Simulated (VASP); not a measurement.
Input of a VASP 6.6.1 run:

Contents of INCAR:

```
PREC = Accurate ; ENCUT = 520
EDIFF = 1E-6 ; ISMEAR = -1
SIGMA = 0.1 ; LREAL = False
LASPH = True ; NELM = 100
ALGO = Fast ; ISIF = 2
LWAVE = False ; LCHARG = False
GGA = RP ; NBANDS = 26
```

File KPOINTS:

```
regular mesh
0
Gamma
  8 8 12
```

Contents of POSCAR:

```
Tl
1.0
    5.7745751421      0.0000000000      0.0000000000
   -2.8872875710      5.0009287691      0.0000000000
    0.0000000000      0.0000000000      3.5471220833
Tl
3
Direct
    1.0000000000      1.0000000000      0.0000000000
    0.3333333333      0.6666666667      0.5000000000
    0.6666666667      0.3333333333      0.5000000000
```

Potentials or basis: VASP PAW PBE potentials, release 64 (Tl_d).

Command:

```bash
$ cat potpaw_PBE.64/Tl_d/POTCAR > POTCAR
$ mpirun -np 1 vasp_std > vasp.out
```

(1) What does it give for the band gap on the k mesh?

(2) What does it give for the pressure?

Answers

(1) none (metal or under the smearing width).

(2) 0.1 GPa.

Caveat: the PAW data sets were made with another functional, which shifts forces and pressure a little.
